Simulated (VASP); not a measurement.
Input of a VASP 6.6.1 run:

File INCAR:

```
SYSTEM = BaO
ALGO = Normal ; EDIFF = 1E-7
EDIFFG = -0.005 ; ENCUT = 600
GGA = PS ; IBRION = 2
ISIF = 3 ; ISMEAR = 0
LASPH = .True. ; LCHARG = .False.
LREAL = .False. ; LWAVE = .False.
NELM = 100 ; NSW = 90
PREC = Accurate ; SIGMA = 0.02
```

Contents of KPOINTS:

```
k-points
0
Gamma
  8 8 8
  0 0 0
```

File POSCAR:

```
BaO
1.0
    0.0000000000      2.7903917100      2.7903917100
    2.7903917100      0.0000000000      2.7903917100
    2.7903917100      2.7903917100      0.0000000000
Ba O
1 1
Direct
    0.0000000000      0.0000000000      0.0000000000
    0.5000000000      0.5000000000      0.5000000000
```

Potentials or basis: VASP PAW PBE potentials, release 64 (Ba_sv, O).

Command:

```bash
$ cat potpaw_PBE.64/Ba_sv/POTCAR potpaw_PBE.64/O/POTCAR > POTCAR
$ mpirun -np 1 vasp_std > vasp.out
```

(1) What does it give for the band gap on the k mesh?

(2) Predict the relaxed volume.

(3) Predict the relaxed cell.

Results:

(1) 1.86 eV, direct.

(2) 21.16 Å³/atom.

(3) a = 3.911 Å, b = 3.911 Å, c = 3.911 Å, α = 60.00°, β = 60.00°, γ = 60.00°.

Caveat: the PAW data sets were made with another functional, which shifts forces and pressure a little; spin-orbit coupling is left out, which moves the levels of the heavy elements.
